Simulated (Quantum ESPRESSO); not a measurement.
Runs of Quantum ESPRESSO 7.5 on SnO2 (Cassiterite). The structure is tetragonal, space group P4_2/mnm (No. 136). The conventional cell has a = 4.738 Å, b = 4.738 Å, c = 3.187 Å, α = 90.00°, β = 90.00°, γ = 90.00°. Around Sn (site symmetry mmm) lie 6 O at 2.05 to 2.06 Å. O (site symmetry m2m) has 3 Sn at 2.05 to 2.06 Å as nearest neighbours. 

```tsv
task	level	potentials or basis	k mesh	cutoff (eV)	SCF threshold	symmetry	k mesh for the Wannier functions	dispersion computed by	gap on the mesh (eV)	pressure (GPa)	V0 of scaled cells (Å³/atom)	B0 (GPa)	largest force (eV/Å)
single point	PBE	SSSP 1.3 efficiency PBE	6 × 6 × 8	816	1.2e-09 Ry	-	-	-	1.27	11.6	-	-	0.28
band structure	r2SCAN	SG15 PBE 1.2	4 × 4 × 6	1197	1e-08 Ry	off	-	-	(a)	3.3	-	-	0.25
Wannier functions	PBEsol	PseudoDojo 0.4.1 SR PBEsol standard	5 × 5 × 7	1143	1.2e-09 Ry	-	2 × 2 × 3	-	1.16	6.0	-	-	0.22
equation of state	PBEsol+D4	PseudoDojo 0.4.1 SR PBEsol standard	5 × 5 × 7	1143	1.2e-09 Ry	-	-	dftd4 4.3.1 through ASE	-	-	(b)	203	-
equation of state	PBE+D4	PseudoDojo 0.4.1 SR PBE standard	5 × 5 × 7	1143	1.2e-09 Ry	-	-	dftd4 4.3.1 through ASE	-	-	12.43	190	-
```

Alike in all rows: no spin polarisation; cell as given; smearing fermi-dirac 0.05 eV.

Task: Estimate the missing entries.

Result: (a) 1.24; (b) 12.15.

Caveats: spin-orbit coupling is left out, which moves the levels of the heavy elements (some runs); the cell was scaled at fixed shape and fractional positions, which overstates the stiffness of a crystal with free parameters, most of all of layers and chains (some runs); the potentials were made for another functional, which shifts forces and pressure (some runs); the Wannier minimisation didn't converge (some runs).

A k mesh can miss the band edges, and the runs leave out spin-orbit coupling on Sn.

Not every run made on this cell is shown here.
